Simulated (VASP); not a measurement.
# Al (P6_3/mmc) in VASP: notebook

Aim: see how the results for Al move with the level of theory and the settings. Levels: r2SCAN, BLYP, PBEsol. Tasks: single point.

Everything below comes from runs of VASP 6.6.1. Logs are shortened: lines on timing, memory, paths and dates and some standing lists are left out, and cuts for length are marked.

### Step 1. The structure

It takes space group P6_3/mmc (No. 194, hexagonal). Conventional cell: a = 2.812 Å, b = 2.812 Å, c = 4.867 Å, α = 90.00°, β = 90.00°, γ = 120.00°. Al (site symmetry -6m2) is surrounded by 12 Al at 2.81 to 2.93 Å.

This isn't the form of Al at room conditions, which is fcc.

### Step 2. Single point, r2SCAN

File INCAR:

```
  PREC = Accurate
  ENCUT = 520
  EDIFF = 1E-6
  ISMEAR = 1
  SIGMA = 0.1
  LREAL = False
  LASPH = True
  NELM = 60
  ALGO = Normal
  ISIF = 2
  LWAVE = False
  LCHARG = False
  METAGGA = R2SCAN
  LMIXTAU = True
  NBANDS = 10
```

File KPOINTS:

```
regular mesh
0
Gamma
  5 5 3
```

File POSCAR:

```
Al
1.0
    2.8124600000      0.0000000000      0.0000000000
   -1.4062300000      2.4356600000      0.0000000000
    0.0000000000      0.0000000000      4.8668500000
Al
2
Direct
    0.6666666667      0.3333333333      0.7500000000
    0.3333333333      0.6666666667      0.2500000000
```

Potentials or basis: VASP PAW PBE potentials, release 64 (Al).

Launch:

```console
$ cat potpaw_PBE.64/Al/POTCAR > POTCAR
$ mpirun -np 1 vasp_std > vasp.out
```

OUTCAR:

```text
PREC = Accurate
   ENCUT = 520
   EDIFF = 1E-6
   ISMEAR = 1
   LREAL = False
   LASPH = True
   NELM = 60
   ISIF = 2
   METAGGA = R2SCAN

 ion  position               nearest neighbor table
   1  0.667  0.333  0.750-   2 2.93   2 2.93   2 2.93   2 2.93   2 2.93   2 2.93
   2  0.333  0.667  0.250-   1 2.93   1 2.93   1 2.93   1 2.93   1 2.93   1 2.93

  LATTYP: Found a hexagonal cell.
 ALAT       =     2.8124600000
 C/A-ratio  =     1.7304601665

  Lattice vectors:

 A1 = (   2.8124600000,   0.0000000000,   0.0000000000)
 A2 = (  -1.4062300000,   2.4356600000,   0.0000000000)
 A3 = (   0.0000000000,   0.0000000000,   4.8668500000)

Analysis of symmetry for initial positions (statically):
=====================================================================
 Subroutine PRICEL returns:
 Original cell was already a primitive cell.

 Routine SETGRP: Setting up the symmetry group for a
 hexagonal supercell.

 Subroutine GETGRP returns: Found 24 space group operations
 (whereof 12 operations were pure point group operations)
 out of a pool of 24 trial point group operations.

The static configuration has the point symmetry D_3d.
 The point group associated with its full space group is D_6h.

Analysis of symmetry for dynamics (positions and initial velocities):
=====================================================================
 Subroutine PRICEL returns:
 Original cell was already a primitive cell.

 Routine SETGRP: Setting up the symmetry group for a
 hexagonal supercell.

 Subroutine GETGRP returns: Found 24 space group operations
 (whereof 12 operations were pure point group operations)
 out of a pool of 24 trial point group operations.

The dynamic configuration has the point symmetry D_3d.
 The point group associated with its full space group is D_6h.

 Subroutine INISYM returns: Found 24 space group operations
 (whereof 12 operations are pure point group operations),
 and found     1 'primitive' translations

----------------------------------------------------------------------------------------

                                     Primitive cell

  volume of cell :      33.3389

  direct lattice vectors                    reciprocal lattice vectors
     2.812460000  0.000000000  0.000000000     0.355560612  0.205283168  0.000000000
    -1.406230000  2.435660000  0.000000000     0.000000000  0.410566335  0.000000000
     0.000000000  0.000000000  4.866850000     0.000000000  0.000000000  0.205471712

  length of vectors
     2.812460000  2.812458435  4.866850000     0.410566107  0.410566335  0.205471712

  position of ions in fractional coordinates (direct lattice)
     0.666666667  0.333333333  0.750000000
     0.333333333  0.666666667  0.250000000

  ion indices of the primitive-cell ions
   primitive index   ion index
                 1           1
                 2           2

----------------------------------------------------------------------------------------

 KPOINTS: regular mesh

Automatic generation of k-mesh.
 Grid dimensions read from file:
 generate k-points for:    5    5    3

 Generating k-lattice:

  Cartesian coordinates                     Fractional coordinates (reciprocal lattice)
     0.071112122  0.041056634  0.000000000     0.200000000  0.000000000  0.000000000
     0.000000000  0.082113267  0.000000000     0.000000000  0.200000000  0.000000000
     0.000000000  0.000000000  0.068490571     0.000000000  0.000000000  0.333333333

  Length of vectors
     0.082113221  0.082113267  0.068490571

  Shift w.r.t. Gamma in fractional coordinates (k-lattice)
     0.000000000  0.000000000  0.000000000

 Subroutine IBZKPT returns following result:
 ===========================================

 Found     10 irreducible k-points:

 Following reciprocal coordinates:
            Coordinates               Weight
  0.000000  0.000000  0.000000      1.000000
  0.200000 -0.000000  0.000000      6.000000
  0.400000 -0.000000  0.000000      6.000000
  0.200000  0.200000  0.000000      6.000000
  0.400000  0.200000  0.000000      6.000000
  0.000000  0.000000  0.333333      2.000000
  0.200000 -0.000000  0.333333     12.000000
  0.400000 -0.000000  0.333333     12.000000
  0.200000  0.200000  0.333333     12.000000
  0.400000  0.200000  0.333333     12.000000
   k-points           NKPTS =     10   k-points in BZ     NKDIM =     10   number of bands    NBANDS=     10
   number of dos      NEDOS =    301   number of ions     NIONS =      2
   total plane-waves  NPLWV =  20736
   dimension x,y,z NGX =    24 NGY =   24 NGZ =   36
   dimension x,y,z NGXF=    48 NGYF=   48 NGZF=   72
   ions per type =               2
   NGX,Y,Z   is equivalent  to a cutoff of  14.19, 14.19, 12.30 a.u.
   NGXF,Y,Z  is equivalent  to a cutoff of  28.37, 28.37, 24.59 a.u.
 SYSTEM =  unknown system
   PREC   = accura    normal or accurate (medium, high low for compatibility)
   ISTART =      0    job   : 0-new  1-cont  2-samecut
   ICHARG =      2    charge: 1-file 2-atom 10-const
   ISPIN  =      1    spin polarized calculation?
   LNONCOLLINEAR =      F non collinear calculations
   LSORBIT =      F    spin-orbit coupling
   LASPH  =      T    aspherical Exc in radial PAW
   ENCUT  =  520.0 eV  38.22 Ry    6.18 a.u.   5.23  5.23  9.05*2*pi/ulx,y,z
   NELM   =     60;   NELMIN=  2; NELMDL= -5     # of ELM steps
   EDIFF  = 0.1E-05   stopping-criterion for ELM
   LREAL  =      F    real-space projection
   EDIFFG = 0.1E-04   stopping-criterion for IOM
   NSW    =      0    number of steps for IOM
   IBRION =     -1    ionic relax: 0-MD 1-quasi-New 2-CG
   NFREE  =      0    steps in history (QN), initial steepest desc. (CG)
   ISIF   =      2    stress and relaxation
   ISYM   =      2    0-nonsym 1-usesym 2-fastsym
   POTIM  = 0.5000    time-step for ionic-motion
   TEBEG  =    0.0;   TEEND  =   0.0 temperature during run
   PSTRESS=    0.0 pullay stress
   NELECT =       6.0000    total number of electrons
   NUPDOWN=      -1.0000    fix difference up-down
   EMIN   =  10.00;   EMAX   =-10.00  energy-range for DOS
   EFERMI =   0.00;   METHOD = LEGACY
   ISMEAR =     1;   SIGMA  =   0.10  broadening in eV -4-tet -1-fermi 0-gaus
   EFERMI_NEDOS =   21; number of points for ismear=-14 and -15
   IALGO  =     38    algorithm
   IMIX   =      4    mixing-type and parameters
     AMIX     =   0.40;   BMIX     =  1.00
     AMIX_MAG =   1.60;   BMIX_MAG =  1.00
  volume/ion in A,a.u.               =      16.67       112.49
  Fermi-wavevector in a.u.,A,eV,Ry     =   0.924290  1.746655 11.623620  0.854312
  Thomas-Fermi vector in A             =   2.050020
   LORBIT       =      0    0 simple, 1 ext, 2 COOP (PROOUT), +10 PAW based schemes
   METAGGA = R2SCAN    functional components
   LHFCALC =     F    Hartree Fock is set to
   AEXX    =    0.0000 exact exchange contribution
   IVDW    =     0    specifies the selected vdW correction
   LEPSILON=     F    determine dielectric tensor
   LRPA    =     F    only Hartree local field effects (RPA)
 non-spin polarized calculation
 Methfessel and Paxton  Order N= 1 SIGMA  =   0.10
  energy-cutoff  :      520.00
  volume of cell :       33.34
 maximum number of plane-waves:       904
 NGX is ok and might be reduce to    24
   NGX = 11   NGY = 11   NGZ = 19

 number of electron       6.0000000 magnetization

 Free energy of the ion-electron system (eV)
  ---------------------------------------------------
  ext. energy  EPLUGINS =         0.00000000
  ---------------------------------------------------
  free energy    TOTEN  =       -13.44988408 eV

  energy without entropy =      -13.44579842  energy(sigma->0) =      -13.44852219

 E-fermi :   8.2102     XC(G=0): -10.8760

 val. band max:        8.0223637768   @ k =   0.4000   0.2000   0.0000
 cond. band min:       8.2108892373   @ k =   0.4000  -0.0000   0.3333
 fundamental gap:      0.1885254606
 Fermi energy:         8.2102369836

 k-point     1 :       0.0000    0.0000    0.0000
  band No.  band energies     occupation
      1      -3.8680      2.00000
      2       2.6341      2.00000
      3       2.6629      2.00000
      4      19.6960      0.00000
      5      20.1578      0.00000
      6      20.1578      0.00000
      7      20.2714      0.00000
      8      20.2714      0.00000
      9      21.2568      0.00000
     10      23.6578      0.00000

 k-point     2 :       0.2000   -0.0000    0.0000
  band No.  band energies     occupation
      1      -2.8098      2.00000
      2       3.6331      2.00000
      3       3.6788      2.00000
      4      12.4646      0.00000
      5      16.6270      0.00000
      6      17.2845      0.00000
      7      18.5691      0.00000
      8      18.8922      0.00000
      9      21.8562      0.00000
     10      21.8668      0.00000

 k-point     3 :       0.4000   -0.0000    0.0000
  band No.  band energies     occupation
      1       0.3162      2.00000
      2       5.1627      2.00000
      3       6.6216      2.00000
      4       7.0685      2.00000
      5      11.6370      0.00000
      6      11.6926      0.00000
      7      14.8350      0.00000
      8      16.6210      0.00000
      9      20.3342      0.00000
     10      20.7207      0.00000

 k-point     4 :       0.2000    0.2000    0.0000
  band No.  band energies     occupation
      1      -0.7172      2.00000
      2       5.5727      2.00000
      3       5.6294      2.00000
      4       9.3331     -0.00000
      5       9.7995     -0.00000
      6      15.1275      0.00000
      7      15.3164      0.00000
      8      16.2808      0.00000
      9      16.3455      0.00000
     10      22.8880      0.00000
[... 40 lines left out ...]
 k-point     8 :       0.4000   -0.0000    0.3333
  band No.  band energies     occupation
      1       1.0297      2.00000
      2       3.1265      2.00000
      3       6.1931      2.00000
      4       8.2109      0.98896
      5      11.5777      0.00000
      6      15.4639      0.00000
      7      15.7625      0.00000
      8      16.7920      0.00000
      9      17.3556      0.00000
     10      18.1954      0.00000

 k-point     9 :       0.2000    0.2000    0.3333
  band No.  band energies     occupation
      1       0.0037      2.00000
      2       2.1416      2.00000
      3       9.6849     -0.00000
      4       9.9478     -0.00000
      5      10.7237      0.00000
      6      12.3369      0.00000
      7      12.8554      0.00000
      8      16.8212      0.00000
      9      20.4619      0.00000
     10      20.4923      0.00000

 k-point    10 :       0.4000    0.2000    0.3333
  band No.  band energies     occupation
      1       3.9943      2.00000
      2       4.0224      2.00000
      3       6.2504      2.00000
      4       6.2919      2.00000
      5       9.2862     -0.00000
      6      11.1941      0.00000
      7      14.8042      0.00000
      8      14.8128      0.00000
      9      19.0870      0.00000
     10      20.6848      0.00000

------------------------ aborting loop because EDIFF is reached ----------------------------------------

  FORCE on cell =-STRESS in cart. coord.  units (eV):
  Direction    XX          YY          ZZ          XY          YZ          ZX
  --------------------------------------------------------------------------------------
  -------------------------------------------------------------------------------------
  Total       -0.0876233     -0.0876232     -1.6427285      0.0000000      0.0000000      0.0000000
  in kB       -4.2109435     -4.2109372    -78.9451384      0.0000000      0.0000000      0.0000000
  external PRESSURE =     -29.1223397 kB  Pullay stress =       0.0000000 kB

 VOLUME and BASIS-vectors are now :
 -----------------------------------------------------------------------------
  energy-cutoff  :      520.00
  volume of cell :       33.34
      direct lattice vectors                 reciprocal lattice vectors
     2.812460000  0.000000000  0.000000000     0.355560612  0.205283168  0.000000000
    -1.406230000  2.435660000  0.000000000     0.000000000  0.410566335  0.000000000
     0.000000000  0.000000000  4.866850000     0.000000000  0.000000000  0.205471712

 POSITION                                       TOTAL-FORCE (eV/Angst)
 -----------------------------------------------------------------------------------
      1.40623      0.81189      3.65014         0.000000      0.000000      0.000000
     -0.00000      1.62377      1.21671        -0.000000     -0.000000      0.000000
 -----------------------------------------------------------------------------------
    total drift:                                0.000000     -0.000000      0.000000

  FREE ENERGIE OF THE ION-ELECTRON SYSTEM (eV)
  ---------------------------------------------------
  free  energy   TOTEN  =       -13.4498840755 eV

  energy  without entropy=      -13.4457984232  energy(sigma->0) =      -13.44852219
```

Run time: 14 s. Hardware: 1 thread of AMD EPYC 9R45 (Zen 5), shared host; peak memory 0.11 GiB.

Results:

* Free energy: -13.4499 eV
* Pressure: -2.9 GPa
* Band gap on the k mesh: none (metal or under the smearing width)

Caveat: the k mesh is coarse (spacing up to 0.52 Å⁻¹), so the values aren't converged; the PAW data sets were made with another functional, which shifts forces and pressure a little.

### Step 3. Single point, BLYP

File INCAR:

```
PREC     = Accurate       # precision mode
ENCUT    = 520            # plane-wave cutoff, eV
EDIFF    = 1E-7           # SCF threshold, eV
ISMEAR   = 1              # smearing method
SIGMA    = 0.1            # smearing width, eV
LREAL    = False          # projectors in reciprocal space
LASPH    = True           # aspherical terms in the spheres
NELM     = 80             # most SCF steps
ALGO     = Normal         # electronic algorithm
ISIF     = 2              # what is computed and relaxed
LWAVE    = False          # write WAVECAR
LCHARG   = True           # write CHGCAR
GGA      = B5             # functional
ALDAX    = 1.0          
AGGAX    = 1.0          
AGGAC    = 1.0          
ALDAC    = 0.0          
LELF     = True           # ELF
LVHAR    = True         
NBANDS   = 10             # bands
```

KPOINTS is that of step 2.

POSCAR is that of step 2.

Potentials or basis: VASP PAW PBE potentials, release 64 (Al).

Launch:

```console
$ cat potpaw_PBE.64/Al/POTCAR > POTCAR
$ mpirun -np 1 vasp_std > vasp.out
```

Run time: 9 s. Hardware: 1 thread of AMD EPYC 9R45 (Zen 5), shared host; peak memory 0.1 GiB.

The run converged. Its results:

```yaml
Free_energy: -5.4023 eV
Pressure: 3.7 GPa
Band_gap_on_the_k_mesh: none (metal or under the smearing width)
```

Stress tensor (GPa, compression positive):
```
5.39 0.00 0.00
0.00 5.39 0.00
0.00 0.00 0.27
```

Levels at points of the mesh, in eV from the Fermi level:
```csv
k point,band 1,band 2,band 3,band 4,band 5,band 6,band 7
"(0.00, 0.00, 0.00)",-11.31,-5.42,-4.99,10.86,11.02,11.02,11.38
```

Caveat: the k mesh is coarse (spacing up to 0.52 Å⁻¹), so the values aren't converged; the PAW data sets were made with another functional, which shifts forces and pressure a little.

### Step 4. Single point, PBEsol

File INCAR:

```
PREC = Accurate ; ENCUT = 520
EDIFF = 1E-6 ; ISMEAR = 1
SIGMA = 0.1 ; LREAL = F
LASPH = T ; NELM = 100
ALGO = Normal ; ISIF = 2
LWAVE = F ; LCHARG = F
GGA = PS ; NBANDS = 10
```

KPOINTS is that of step 3.

POSCAR is that of step 3.

Launch:

```console
$ cat potpaw_PBE.64/Al/POTCAR > POTCAR
$ mpirun -np 1 vasp_std > vasp.out
```

Wall time 3.4 s (1 thread of AMD EPYC 9R45 (Zen 5), shared host); peak memory 0.1 GiB.

The run converged. Its results:

```
Free energy            : -8.1843 eV
Pressure               : -1.3 GPa
Band gap on the k mesh : none (metal or under the smearing width)
```

Stress tensor (GPa, compression positive):
```
 0.95  0.00  0.00
 0.00  0.95  0.00
 0.00  0.00 -5.91
```

Levels at points of the mesh, in eV from the Fermi level:
```csv
k point,band 1,band 2,band 3,band 4,band 5,band 6,band 7,band 8
"(0.00, 0.00, 0.00)",-11.33,-5.32,-5.11,10.87,11.15,11.15,11.37,11.37
```

Caveat: the k mesh is coarse (spacing up to 0.52 Å⁻¹), so the values aren't converged; the PAW data sets were made with another functional, which shifts forces and pressure a little.

### Step 5. Overview

| level | gap on the mesh (eV) | pressure (GPa) |
| --- | --- | --- |
| r2SCAN | none | -2.9 |
| BLYP | none | 3.7 |
| PBEsol | none | -1.3 |

Alike in all rows: task single point; potentials or basis VASP PAW PBE potentials, release 64 (Al); no spin polarisation; cell as given; k mesh 5 × 5 × 3; cutoff (eV) 520; smearing methfessel-paxton 0.1 eV; the mesh is coarse, so values aren't converged.

Caveats: all runs use coarse meshes; the PAW data sets were made with another functional, which shifts forces and pressure a little.

Total energies depend on the potentials used, so only differences within one code and one set of settings carry meaning.
